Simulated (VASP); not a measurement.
The system is CaF2 (Fluorite).

```
Ca F
1.0
     0.00000    2.71232    2.71232
     2.71232    0.00000    2.71232
     2.71232    2.71232    0.00000
Ca F
1 2
Direct
  0.00000 0.00000 0.00000
  0.25000 0.25000 0.25000
  0.75000 0.75000 0.75000
```

Program: VASP 6.6.1. Alike in all runs: potentials or basis VASP PAW PBE potentials, release 64 (Ca_sv, F); no spin polarisation; cell as given; cutoff (eV) 520; smearing gaussian 0.03 eV. Hardware: 2 MPI ranks on Intel(R) Xeon(R) Platinum 8488C (Sapphire Rapids) (shared host).

Problem. Order these runs on this cell by their wall time, lowest first.
A. task band structure; level PBE; k mesh 8 × 8 × 8
B. task density of states; level PBE; k mesh 8 × 8 × 8; k mesh for the DOS 12 × 12 × 12; occupations for the DOS tetrahedron
C. task dielectric tensor; level PBE; k mesh 14 × 14 × 14; monkhorst-Pack mesh yes
D. task band structure; level TB-mBJ; k mesh 8 × 8 × 8

Solution. B (20 s), A (51 s), D (110 s), C (1600 s).
